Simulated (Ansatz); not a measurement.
## Si₂Mo: a vibration from a frozen displacement

Theory: DFT PBEsol, scalar-relativistic, plane waves, PAW in Ansatz 0.2.0. The runs took a 420 eV cutoff, a Γ-centred 12×12×6 mesh and Gaussian smearing (0.15 eV). No spin polarisation. Energies are free energies at this smearing, counted from the undisturbed cell; pressure is positive in compression.

Zero of the scan (relaxed at this level; this form isn't the usual structure):

```
CELL_PARAMETERS angstrom
4.57444 0.00000 0.00000
-2.28722 3.96158 0.00000
0.00000 0.00000 6.56656
ATOMIC_POSITIONS crystal
Si 0.16417 0.83583 0.83333
Si 0.32834 0.16417 0.16667
Si 0.83583 0.67166 0.50000
Si 0.83583 0.16417 0.83333
Si 0.67166 0.83583 0.16667
Si 0.16417 0.32834 0.50000
Mo 0.50000 0.00000 0.50000
Mo 0.00000 0.50000 0.16667
Mo 0.50000 0.50000 0.83333
```

Atom 7 (Mo) is moved by x along the Cartesian unit vector (0.707, -0.707, 0.000); the cell and all other atoms stay fixed. The cell's volume is 119.00 Å³; the moved atoms weigh 95.950 u together and the others 360.410 u. Some rows repeat others by symmetry and weren't run.

| x (Å) | ΔE (meV/cell) | total force on the moved atoms along the move (eV/Å) | pressure (GPa) |
| --- | --- | --- | --- |
| -0.1000 | 87.37 | 1.7553 | 0.3515 |
| -0.0833 | 60.54 | 1.4582 | 0.2423 |
| -0.0667 | 38.78 | 1.1650 | 0.1535 |
| -0.0500 | 21.77 | 0.8718 | 0.0840 |
| -0.0333 | 9.65 | 0.5799 | 0.0344 |
| 0.0000 | 0.00 | 0.0000 | -0.0051 |
| 0.0333 | 9.65 | -0.5799 | 0.0344 |
| 0.0500 | 21.77 | -0.8718 | 0.0840 |
| 0.0667 | 38.78 | -1.1650 | 0.1535 |
| 0.0833 | 60.54 | -1.4582 | 0.2423 |
| 0.1000 | 87.37 | -1.7553 | 0.3515 |

What frequency belongs to this motion?

The force constant is k = −dF/dx = 17.414 eV/Å², from the parabola through x = -0.0333, 0 and 0.0333. In every cell the moved atoms swing against the rest, so the mass is μ = m₁m₂/(m₁ + m₂) = 75.776 u, and ν̃ = 521.5 cm⁻¹ × √(|k|/μ) = 250 cm⁻¹. The pattern needn't be a normal mode: ν̃² is then a weighted mean of the squared nonzero frequencies at the zone centre of this cell, taken without macroscopic field, so it lies between the lowest and the highest of them.

How far does the harmonic law reach?

At x = -0.100 Å, kx²/2 = 87.07 meV against the computed 87.37 meV (+0.3 %): the well is still close to harmonic there.

The pressure changes with x². What does that say about the frequency under compression?

With E = k(V)x²/2, k ∝ V^(−2γ) and x scaling with the cell as V^(1/3), P − P0 = −∂E/∂V = (2γ − 2/3) ΔE/V. At x = 0.0500 Å, V(P − P0) = 119.00 × 0.08910 / 160.2 eV = 66.18 meV and ΔE = 21.77 meV, so γ = 1/3 + V(P − P0)/(2ΔE) = 1.85. This is the Grüneisen parameter of the motion under uniform scaling of the cell: shrinking the cell evenly by 1 % in volume raises the frequency by about 1.85 %.

The gap closes along the scan, which can put kinks into the curve.